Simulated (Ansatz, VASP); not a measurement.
## One calculation of BP2, two programs

INCAR

```
ALGO = Normal
EDIFF = 1E-7
ENCUT = 520
GGA = CA
ISIF = 2
ISMEAR = -1
LASPH = T
LCHARG = T
LELF = T
LREAL = F
LVHAR = T
LWAVE = F
NBANDS = 14
NELM = 60
PREC = Accurate
SIGMA = 0.05
```

The input KPOINTS:

```
k-points
0
Gamma
  10 10 1
```

File POSCAR:

```
BP2
1.0
    2.9756400000      0.0000000000      0.0000000000
   -1.4878200000      2.5769800000      0.0000000000
    0.0000000000      0.0000000000     29.0535300000
B P
1 2
Direct
    0.0000000000      0.0000000000      0.2757200000
    0.6666700000      0.3333300000      0.3162800000
    0.3333300000      0.6666700000      0.2351600000
```

The input input.yaml:

```yaml
crystal:
  lattice:
    - [2.97564, 0.0, 0.0]
    - [-1.48782, 2.57698, 0.0]
    - [0.0, 0.0, 29.05353]
  atoms:
    - { symbol: B, position: [0.0, 0.0, 0.27572] }
    - { symbol: P, position: [0.66667, 0.33333, 0.31628] }
    - { symbol: P, position: [0.33333, 0.66667, 0.23516] }
kpoints:
  mp_grid: { grid: [10, 10, 1] }
scf:
  occupations: { method: fermi_dirac, width: 0.05 }
hamiltonian:
  xc: lda
  pseudopotentials: { kind: all_electron, lapw: { basis_error: 0.002 } }
output:
  forces: true
  stress: true
  eigenvalues: true
```

Alike in both runs: task single point; functional LDA; k mesh 10 × 10 × 1; occupations fermi-dirac, width 0.05 eV; no spin polarisation.

|  | VASP | Ansatz |
| --- | --- | --- |
| version | VASP 6.6.1 | Ansatz 0.2.0 |
| potentials or method | VASP PAW LDA potentials, release 64 (B, P) | all-electron LAPW, scalar-relativistic |
| plane-wave cutoff (eV) | 520 | see its input |

Ansatz gave:

- gap on the k mesh at the Fermi level (eV): none
- rms of the force components (eV/Å): 0.100

Q: What did VASP give for the same quantities?

A: gap on the k mesh at the Fermi level (eV): none; rms of the force components (eV/Å): 0.104.

Atom by atom the forces differ by 0.004 eV/Å (rms over components). A gap of «none» marks a metal or a gap that the smearing closes. Ansatz ran all-electron here, so the differences hold the error of VASP's frozen core and of both bases.
